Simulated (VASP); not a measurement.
# From an Ansatz input to VASP: CaSe (zincblende)

Ansatz input

```yaml
crystal:
  lattice:
    - [0.0, 3.27956137, 3.27956137]
    - [3.27956137, 0.0, 3.27956137]
    - [3.27956137, 3.27956137, 0.0]
  atoms:
    - { symbol: Ca, position: [0.0, 0.0, 0.0] }
    - { symbol: Se, position: [0.25, 0.25, 0.25] }
kpoints:
  mp_grid: { grid: [4, 4, 4] }
  band_path:
    path:
      - [0.0, 0.0, 0.0]
      - [0.5, 0.0, 0.5]
      - [0.5, 0.25, 0.75]
      - [0.375, 0.375, 0.75]
      - [0.5, 0.5, 0.5]
      - [0.625, 0.25, 0.625]
      - [0.2625, 0.2625, 0.525]
    npoints: 1
hamiltonian:
  xc: hse06
scf:
  occupations: { method: fixed }
  n_extra_bands: 4
output:
  forces: true
  stress: true
  eigenvalues: true
```

Question: Write VASP inputs for this cell and level of theory.

Answer: 

INCAR, step 1 (PBE orbitals to start from)

```
GGA = PE
ENCUT = 520
SIGMA = 0.01
LASPH = .TRUE.
EDIFF = 1E-5
LCHARG = .FALSE.
LREAL = .FALSE.
NBANDS = 15
NELM = 120
PREC = Accurate
LWAVE = .TRUE.
ISMEAR = 0
```

INCAR, step 2

```
AEXX = 0.25
GGA = PE
LCHARG = .FALSE.
NSW = 0
IBRION = -1
LASPH = .TRUE.
ISTART = 1
LWAVE = .FALSE.
ENCUT = 520
ALGO = Normal
EDIFF = 1E-7
HFSCREEN = 0.2079
PREC = Accurate
ISIF = 2
NELM = 120
SIGMA = 0.01
LHFCALC = .TRUE.
LREAL = .FALSE.
PRECFOCK = Fast
ISMEAR = 0
NBANDS = 15
```

KPOINTS

```
KPOINTS created by Atomic Simulation Environment
0
Gamma
4 4 4
0 0 0
```

KPOINTS_OPT

```
special points
7
Reciprocal
0.0000000000 0.0000000000 0.0000000000 1
0.5000000000 0.0000000000 0.5000000000 1
0.5000000000 0.2500000000 0.7500000000 1
0.3750000000 0.3750000000 0.7500000000 1
0.5000000000 0.5000000000 0.5000000000 1
0.6250000000 0.2500000000 0.6250000000 1
0.2625000000 0.2625000000 0.5250000000 1
```

POSCAR

```
Ca Se
 1.0000000000000000
     0.0000000000000000    3.2795613700259110    3.2795613700259110
     3.2795613700259110    0.0000000000000000    3.2795613700259110
     3.2795613700259110    3.2795613700259110    0.0000000000000000
 Ca  Se
   1   1
Cartesian
  0.0000000000000000  0.0000000000000000  0.0000000000000000
  1.6397806850129553  1.6397806850129553  1.6397806850129553
```

VASP ran with the recommended PBE PAW datasets (16 valence electrons in the cell). Other inputs would serve too.

|  | Ansatz | VASP |
| --- | --- | --- |
| gap between bands v and c | 4.09 eV | 4.09 eV |
| least direct gap | 4.17 eV | 4.17 eV |
| pressure | 0.3 GPa | 0.3 GPa |

Datasets and cutoffs are each program's own. VASP's cell holds 16 valence electrons and Ansatz's 26. Ansatz's stress includes a Pulay correction; VASP's doesn't.
